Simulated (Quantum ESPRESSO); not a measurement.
Write the native input for Quantum ESPRESSO 7.5 that does the following.

| Property | Result |
| --- | --- |
| Task | single point |
| Functional | PBE |
| Potentials or basis | SSSP 1.3 efficiency PBE |
| Cutoff | 748 eV |
| Density cutoff | 5987 eV |
| k mesh | 10 × 10 × 10 |
| Occupations | fermi-dirac, width 0.05 eV |
| Spin | no spin polarisation |
| Mixing beta | 0.5 |
| Most SCF iterations | 120 |
| SCF threshold | 4e-10 Ry |

SiC (Moissanite 3C):

```
Si C
1.0
     0.00000    2.17900    2.17900
     2.17900    0.00000    2.17900
     2.17900    2.17900    0.00000
Si C
1 1
Direct
  0.00000 0.00000 0.00000
  0.75000 0.75000 0.75000
```

The input as run:

pw.in

```
&CONTROL
  calculation = 'scf'
  prefix = 'pwscf'
  outdir = './tmp'
  pseudo_dir = './pseudo'
  tprnfor = .true.
  tstress = .true.
  disk_io = 'low'
/
&SYSTEM
  ibrav = 0
  nat = 2
  ntyp = 2
  ecutwfc = 55
  ecutrho = 440
  nbnd = 9
  occupations = 'smearing'
  smearing = 'fd'
  degauss = 0.00367493
/
&ELECTRONS
  conv_thr = 4d-10
  electron_maxstep = 120
  mixing_beta = 0.5
/
ATOMIC_SPECIES
Si    28.0850 Si.pbe-n-rrkjus_psl.1.0.0.UPF
C     12.0110 C.pbe-n-kjpaw_psl.1.0.0.UPF
CELL_PARAMETERS angstrom
   0.0000000000    2.1790000000    2.1790000000
   2.1790000000    0.0000000000    2.1790000000
   2.1790000000    2.1790000000    0.0000000000
ATOMIC_POSITIONS crystal
Si     0.0000000000    0.0000000000    0.0000000000
C      0.7500000000    0.7500000000    0.7500000000
K_POINTS automatic
10 10 10 0 0 0
```

pp_density.in

```
&INPUTPP
  prefix = 'pwscf'
  outdir = './tmp'
  filplot = 'density.dat'
  plot_num = 0
/
&PLOT
  nfile = 1
  filepp(1) = 'density.dat'
  iflag = 3
  output_format = 6
  fileout = 'density.cube'
/
```

pp_potential.in

```
&INPUTPP
  prefix = 'pwscf'
  outdir = './tmp'
  filplot = 'potential.dat'
  plot_num = 11
/
&PLOT
  nfile = 1
  filepp(1) = 'potential.dat'
  iflag = 3
  output_format = 6
  fileout = 'potential.cube'
/
```

Potentials or basis: SSSP 1.3 efficiency PBE.

The run is started by

```sh
$ OMP_NUM_THREADS=1 pw.x -in pw.in > pw.out
$ OMP_NUM_THREADS=1 pp.x -in pp_density.in > pp_density.out
$ OMP_NUM_THREADS=1 pp.x -in pp_potential.in > pp_potential.out
```

Results of the run:

The pressure is 3.5 GPa. The band gap on the k mesh is 1.36 eV, indirect (least direct gap 4.55 eV).

Run time: 12 s on 1 thread of Intel(R) Xeon(R) 6975P-C (Granite Rapids), with other jobs on the host, peak memory 0.14 GiB.
